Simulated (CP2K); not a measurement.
The system is PtSe2 (Sudovikovite).

```
Pt Se
1.0
     3.64952    0.00000    0.00000
    -1.82476    3.16058    0.00000
     0.00000    0.00000    5.06200
Pt Se
1 2
Direct
  0.00000 0.00000 0.00000
  0.66667 0.33333 0.75000
  0.33333 0.66667 0.25000
```

The cell isn't the ideal one: strain = -0.02.

```yaml
Program: CP2K 2026.2
Task: relaxation of the atoms
Functional: PBE
Potentials_or_basis: POTENTIAL_UZH Pt GTH-PBE-q18, Se GTH-PBE-q6; TZVP-MOLOPT-PBE-GTH basis
Density_cutoff: 6123 eV
k_mesh: 8 × 8 × 5
Occupations: fermi-dirac, width 0.05 eV
Spin: no spin polarisation
```

At the start: pressure 16.0 GPa; volume 19.46 Å³/atom.

Problem. Where does the relaxation end?

Solution. Over 5 steps the energy falls by 38.4 meV/atom; space group P-3m1 (No. 164, to 0.05 Å).

Step by step:
```
step  energy change (eV)  largest force (eV/Å)
   1              0.0000                1.2647
   2             -0.0979                0.4534
   3             -0.1149                0.0364
   4             -0.1150                0.0017
   5             -0.1151                0.0017
```

Final structure:
```
Pt Se
1.0
     3.64952    0.00000    0.00000
    -1.82476    3.16058    0.00000
     0.00000    0.00000    5.06200
Pt Se
1 2
Direct
  0.00000 0.00000 0.00000
  0.66667 0.33333 0.73167
  0.33333 0.66667 0.26833
```

Caveat: the basis of atomic orbitals isn't converged, which shifts pressures, moduli and gaps.
